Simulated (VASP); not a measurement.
A run of VASP 6.6.1 is set up as follows.

File POSCAR:

```
SnO                                     
1.0
    3.8353841591      0.0000000000      0.0000000000
    0.0000000000      3.8353841591      0.0000000000
    0.0000000000      0.0000000000      4.7280509425
  Sn              O             
     2     2
Direct
     0.5000000000000000    0.0000000000000000    0.2459634789621177
     0.0000000000000000    0.5000000000000000    0.7540365210378823
     0.0000000000000000    0.0000000000000000    0.0000000000000000
     0.5000000000000000    0.5000000000000000    0.0000000000000000
```

INCAR.step1

```
SYSTEM = SnO
PREC = Accurate
ENCUT = 520
EDIFF = 1E-5
ISMEAR = 0
SIGMA = 0.03
LREAL = .FALSE.
LASPH = .TRUE.
NELM = 80
ALGO = Normal
ISIF = 2
LWAVE = .TRUE.
LCHARG = .FALSE.
NBANDS = 28
KPAR = 4
GGA = PE
```

Contents of INCAR.step2:

```
SYSTEM = SnO
PREC = Accurate
ENCUT = 520
EDIFF = 1E-6
ISMEAR = 0
SIGMA = 0.03
LREAL = .FALSE.
LASPH = .TRUE.
NELM = 80
ALGO = Normal
ISIF = 2
LWAVE = .FALSE.
LCHARG = .FALSE.
GGA = PE
LHFCALC = .TRUE.
AEXX = 0.25
PRECFOCK = Fast
HFRCUT = -1
NBANDS = 28
KPAR = 4
ISTART = 1
```

Contents of KPOINTS:

```
Automatic mesh
0
G
  4 4 4
  0 0 0
```

KPOINTS_OPT

```
explicit points
6
Reciprocal
 0.0000000000  0.0000000000  0.0000000000 1
 0.5000000000  0.5000000000  0.5000000000 1
 0.5000000000  0.5000000000  0.0000000000 1
 0.0000000000  0.5000000000  0.5000000000 1
 0.0000000000  0.5000000000  0.0000000000 1
 0.0000000000  0.0000000000  0.5000000000 1
```

Potentials or basis: VASP PAW PBE potentials, release 64 (Sn_d, O).

Command:

```bash
$ cat potpaw_PBE.64/Sn_d/POTCAR potpaw_PBE.64/O/POTCAR > POTCAR
$ cp INCAR.step1 INCAR
$ mpirun -np 4 vasp_std > vasp.out
$ cp INCAR.step2 INCAR
$ mpirun -np 4 vasp_std > vasp.out
```

Q: Estimate the band gap along the path.

A: 0.88 eV, indirect (least direct gap 3.16 eV).

Q: Estimate the band gap on the k mesh.

A: 0.88 eV, indirect (least direct gap 3.16 eV).

Stress tensor (GPa, compression positive):
```
-2.72  0.00  0.00
 0.00 -2.72  0.00
 0.00  0.00 -1.37
```

Caveat: the PAW data sets were made with another functional, which shifts forces and pressure a little; spin-orbit coupling is left out, which moves the levels of the heavy elements.
